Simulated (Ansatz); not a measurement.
Steps from a short run of molecular dynamics on a 2×2×2 supercell (16 atoms) of SrO (zincblende), relaxed with r2SCAN; forces from PBE in Ansatz, 2×2×2 mesh, Fermi-Dirac smearing of 0.020 eV, a Nosé-Hoover thermostat at fixed volume, set at 100 K. Computed, non-magnetic; the trajectory is short and the cell small, so nothing here is a converged average. The structure comes from a prototype and may be hypothetical.

Cell vectors in Å:
```
0.0000 5.5846 5.5846
5.5846 0.0000 5.5846
5.5846 5.5846 0.0000
```

Q: At 24 fs the positions in Å are
```
Sr  -0.028   0.015   0.024
O    1.414   1.377   1.427
Sr   2.798   2.796  -0.011
O    4.194   4.182   1.395
Sr   2.797  -0.016   2.825
O    4.205   1.476   4.194
Sr   5.606   2.738   2.781
O    6.987   4.255   4.180
Sr  -0.022   2.794   2.761
O    1.364   4.237   4.172
Sr   2.806   5.596   2.775
O    4.143   7.021   4.269
Sr   2.793   2.808   5.593
O    4.202   4.140   6.941
Sr   5.579   5.581   5.588
O    7.051   6.969   6.932
```
What are the forces, and how far does the free energy (smearing included) lie above that of step 0, with the atoms on their sites?

A: 8.2 meV an atom; forces in eV/Å:
```
Sr   0.224   0.015  -0.118
O   -0.075   0.025  -0.049
Sr  -0.334   0.174   0.374
O    0.069  -0.085   0.106
Sr   0.203   0.266  -0.274
O   -0.039  -0.411  -0.015
Sr   0.087   0.471  -0.086
O   -0.137  -0.422  -0.012
Sr   0.226  -0.083   0.392
O   -0.044  -0.074  -0.053
Sr   0.024  -0.143   0.257
O    0.307  -0.237  -0.526
Sr  -0.167   0.184  -0.459
O   -0.038   0.304   0.293
Sr   0.006   0.100  -0.075
O   -0.314  -0.084   0.245
```

Q: At 30 fs the positions in Å are
```
Sr  -0.034   0.018   0.030
O    1.415   1.373   1.433
Sr   2.797   2.799  -0.011
O    4.199   4.177   1.400
Sr   2.800  -0.018   2.831
O    4.208   1.477   4.194
Sr   5.612   2.728   2.778
O    6.982   4.253   4.176
Sr  -0.025   2.793   2.756
O    1.354   4.247   4.165
Sr   2.810   5.598   2.773
O    4.146   7.021   4.265
Sr   2.792   2.813   5.592
O    4.204   4.142   6.945
Sr   5.577   5.581   5.589
O    7.054   6.962   6.931
```
What are the forces, and how far does the free energy (smearing included) lie above that of step 0, with the atoms on their sites?

A: 8.5 meV an atom; forces in eV/Å:
```
Sr   0.264  -0.010  -0.132
O   -0.055   0.043  -0.078
Sr  -0.313   0.129   0.377
O    0.044  -0.089   0.078
Sr   0.183   0.283  -0.294
O   -0.079  -0.392   0.022
Sr   0.062   0.511  -0.068
O   -0.116  -0.431   0.017
Sr   0.267  -0.081   0.437
O   -0.006  -0.099  -0.015
Sr   0.017  -0.183   0.283
O    0.272  -0.208  -0.484
Sr  -0.184   0.182  -0.475
O   -0.086   0.296   0.243
Sr   0.012   0.094  -0.098
O   -0.282  -0.045   0.188
```

Q: At 36 fs the positions in Å are
```
Sr  -0.038   0.022   0.034
O    1.414   1.370   1.437
Sr   2.794   2.802  -0.009
O    4.205   4.170   1.407
Sr   2.804  -0.019   2.836
O    4.210   1.470   4.194
Sr   5.619   2.720   2.774
O    6.975   4.242   4.173
Sr  -0.028   2.793   2.753
O    1.343   4.254   4.157
Sr   2.813   5.599   2.772
O    4.154   7.016   4.251
Sr   2.790   2.819   5.589
O    4.205   4.150   6.955
Sr   5.576   5.581   5.589
O    7.051   6.954   6.935
```
What are the forces, and how far does the free energy (smearing included) lie above that of step 0, with the atoms on their sites?

A: 7.4 meV an atom; forces in eV/Å:
```
Sr   0.294  -0.049  -0.139
O   -0.024   0.063  -0.106
Sr  -0.244   0.043   0.335
O    0.007  -0.081   0.033
Sr   0.127   0.272  -0.289
O   -0.118  -0.320   0.060
Sr   0.014   0.513  -0.026
O   -0.070  -0.390   0.049
Sr   0.295  -0.066   0.451
O    0.046  -0.123   0.038
Sr   0.001  -0.220   0.287
O    0.188  -0.140  -0.369
Sr  -0.187   0.159  -0.445
O   -0.141   0.253   0.153
Sr   0.020   0.074  -0.123
O   -0.207   0.013   0.092
```

Q: At 54 fs the positions in Å are
```
Sr  -0.044   0.032   0.045
O    1.413   1.371   1.435
Sr   2.782   2.810   0.003
O    4.221   4.139   1.428
Sr   2.816  -0.016   2.845
O    4.198   1.416   4.205
Sr   5.638   2.707   2.763
O    6.949   4.165   4.173
Sr  -0.029   2.790   2.754
O    1.320   4.259   4.144
Sr   2.824   5.596   2.775
O    4.196   6.990   4.174
Sr   2.779   2.842   5.569
O    4.185   4.202   6.994
Sr   5.572   5.583   5.585
O    7.023   6.935   6.949
```
What are the forces, and how far does the free energy (smearing included) lie above that of step 0, with the atoms on their sites?

A: 5.1 meV an atom; forces in eV/Å:
```
Sr   0.319  -0.208  -0.113
O    0.057   0.099  -0.113
Sr   0.060  -0.263   0.111
O   -0.100   0.029  -0.100
Sr  -0.209   0.133  -0.169
O   -0.126   0.071   0.099
Sr  -0.237   0.324   0.167
O    0.105  -0.013   0.122
Sr   0.278   0.089   0.285
O    0.189  -0.135   0.170
Sr  -0.105  -0.281   0.155
O   -0.097   0.062   0.138
Sr  -0.134   0.021  -0.203
O   -0.140  -0.017  -0.168
Sr   0.039  -0.037  -0.186
O    0.101   0.125  -0.196
```

Q: At 96 fs the positions in Å are
```
Sr  -0.019   0.024   0.059
O    1.421   1.416   1.411
Sr   2.774   2.788   0.039
O    4.209   4.127   1.426
Sr   2.803   0.004   2.849
O    4.147   1.392   4.259
Sr   5.645   2.707   2.762
O    6.955   4.085   4.225
Sr  -0.003   2.805   2.781
O    1.362   4.227   4.188
Sr   2.831   5.558   2.790
O    4.212   6.973   4.141
Sr   2.745   2.888   5.509
O    4.126   4.255   6.960
Sr   5.569   5.578   5.552
O    7.042   6.956   6.877
```
What are the forces, and how far does the free energy (smearing included) lie above that of step 0, with the atoms on their sites?

A: 8.5 meV an atom; forces in eV/Å:
```
Sr  -0.001  -0.073  -0.103
O   -0.127  -0.151   0.249
Sr   0.359  -0.202  -0.249
O    0.116   0.069   0.068
Sr  -0.278  -0.119  -0.025
O    0.291   0.069  -0.290
Sr  -0.207   0.002   0.177
O    0.024   0.299  -0.239
Sr  -0.226   0.220  -0.119
O   -0.257   0.265  -0.268
Sr  -0.196   0.201  -0.237
O   -0.107   0.102   0.119
Sr   0.349  -0.443   0.493
O    0.218  -0.113   0.144
Sr   0.127  -0.071   0.017
O   -0.087  -0.057   0.263
```

Q: At 108 fs the positions in Å are
```
Sr  -0.008   0.016   0.060
O    1.406   1.414   1.439
Sr   2.784   2.770   0.044
O    4.216   4.148   1.429
Sr   2.785   0.008   2.850
O    4.174   1.420   4.240
Sr   5.636   2.707   2.769
O    6.967   4.132   4.217
Sr   0.003   2.819   2.787
O    1.353   4.250   4.176
Sr   2.825   5.547   2.789
O    4.190   6.987   4.180
Sr   2.742   2.890   5.503
O    4.148   4.236   6.944
Sr   5.572   5.573   5.539
O    7.055   6.961   6.873
```
What are the forces, and how far does the free energy (smearing included) lie above that of step 0, with the atoms on their sites?

A: 6.2 meV an atom; forces in eV/Å:
```
Sr  -0.131   0.099  -0.118
O   -0.044  -0.114   0.113
Sr   0.174   0.027  -0.218
O    0.084  -0.097   0.024
Sr   0.037  -0.144  -0.057
O    0.147  -0.070  -0.211
Sr  -0.013   0.082   0.099
O    0.061  -0.013  -0.194
Sr  -0.410   0.112  -0.087
O   -0.170   0.135  -0.165
Sr  -0.113   0.418  -0.235
O   -0.042   0.059  -0.074
Sr   0.388  -0.441   0.471
O    0.063  -0.014   0.230
Sr   0.133   0.023   0.154
O   -0.163  -0.063   0.268
```
